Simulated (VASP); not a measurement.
# Sb2Se3: single point with PBE

The system is Sb2Se3.

```
Sb Se
1.0
     7.46367    0.00000    0.00000
     0.00000    4.06266    0.00000
    -0.25757    0.00000   10.25580
Sb Se
4 6
Direct
  0.24463 0.75000 0.48086
  0.08484 0.25000 0.15072
  0.75537 0.25000 0.51914
  0.91516 0.75000 0.84928
  0.93251 0.75000 0.33524
  0.40144 0.25000 0.33628
  0.23342 0.75000 0.99965
  0.06749 0.25000 0.66476
  0.59855 0.75000 0.66372
  0.76658 0.25000 0.00035
```

The cell was built by a generator and needn't be a form met in nature.

```
Program                : VASP 6.6.1
Task                   : single point
Functional             : PBE
Potentials or basis    : VASP PAW PBE potentials, release 64 (Sb, Se)
Cutoff                 : 520 eV
k mesh                 : 3 × 6 × 3
Occupations            : gaussian, width 0.15 eV
Spin                   : no spin polarisation
Further INCAR settings : PREC = Normal; LREAL = Auto; ALGO = Fast; EDIFF = 1e-05
```

```
Pressure               : 0.0 GPa
Largest force          : 0.014 eV/Å
Band gap on the k mesh : 0.76 eV, direct
```

Forces on the atoms (eV/Å):
```
Sb  -0.007  0.000  0.005
Sb  -0.011  0.000  0.009
Sb   0.007  0.000 -0.005
Sb   0.011  0.000 -0.009
Se   0.011  0.000  0.008
Se   0.012  0.000  0.000
Se  -0.011  0.000 -0.008
Se  -0.011  0.000 -0.008
Se  -0.012  0.000  0.000
Se   0.011  0.000  0.008
```

Levels at points of the mesh, in eV from the valence-band top:
| k point | band 24 | band 25 | band 26 | band 27 | band 28 | band 29 | band 30 | band 31 | band 32 | band 33 |
| --- | --- | --- | --- | --- | --- | --- | --- | --- | --- | --- |
| (0.00, 0.00, 0.00) | -1.15 | -1.09 | -1.03 | -0.11 | -0.05 | 0.82 | 1.43 | 1.89 | 2.04 | 2.23 |
| (0.00, 0.50, 0.00) | -1.30 | -0.78 | -0.78 | -0.57 | -0.57 | 2.14 | 2.14 | 2.34 | 2.34 | 2.73 |

Run time: 53 s on 1 thread of Intel(R) Xeon(R) 6975P-C (Granite Rapids) (shared host), peak memory 0.31 GiB.

Caveat: spin-orbit coupling is left out, which moves the levels of the heavy elements; an odd mesh through Γ misses points on the zone boundary, where band edges often lie.
